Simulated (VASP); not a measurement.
Here is a VASP 6.6.1 calculation.

File INCAR:

```
SYSTEM = Al
ALGO     = Fast           ! electronic algorithm
EDIFF    = 1E-6           ! SCF threshold, eV
EDIFFG   = -0.005         ! ionic threshold
ENCUT    = 600            ! plane-wave cutoff, eV
GGA      = RE             ! functional
IBRION   = 2              ! ionic algorithm
ISIF     = 3              ! what is computed and relaxed
ISMEAR   = 1              ! smearing method
IVDW     = 12             ! dispersion correction
LASPH    = .TRUE.         ! aspherical terms in the spheres
LCHARG   = .FALSE.        ! write CHGCAR
LREAL    = .FALSE.        ! projectors in reciprocal space
LWAVE    = .FALSE.        ! write WAVECAR
NELM     = 120            ! most SCF steps
NSW      = 40             ! ionic steps
PREC     = Accurate       ! precision mode
SIGMA    = 0.1            ! smearing width, eV
```

KPOINTS

```
k-points
0
G
  18 18 18
  0 0 0
```

File POSCAR:

```
Al
1.0
    0.0000000000      2.0100000000      2.0100000000
    2.0100000000      0.0000000000      2.0100000000
    2.0100000000      2.0100000000      0.0000000000
Al
1
Direct
    0.0000000000      0.0000000000      0.0000000000
```

Potentials or basis: VASP PAW PBE potentials, release 64 (Al).

The run is started by

```console
$ cat potpaw_PBE.64/Al/POTCAR > POTCAR
$ mpirun -np 1 vasp_std > vasp.out
```

**Question.** What does it give for the dispersion energy per atom?

**Answer.** -0.688 eV.

**Question.** What does it give for the relaxed volume?

**Answer.** 15.36 Å³/atom.

**Question.** Estimate the relaxed cell.

**Answer.** a = 2.790 Å, b = 2.790 Å, c = 2.790 Å, α = 60.00°, β = 60.00°, γ = 60.00°.

**Question.** Predict the band gap on the k mesh.

**Answer.** None (metal or under the smearing width).

Step by step:
| step | energy change (eV) | largest force (eV/Å) | pressure (GPa) | volume (Å³) |
| --- | --- | --- | --- | --- |
| 1 | 0.0000 | 0.0000 | -4.49 | 16.24 |
| 2 | -0.0124 | 0.0000 | 1.06 | 15.20 |
| 3 | -0.0130 | 0.0000 | 0.01 | 15.36 |

Caveat: the PAW data sets were made with another functional, which shifts forces and pressure a little; pairwise dispersion overbinds metals, which lowers pressure and volume.
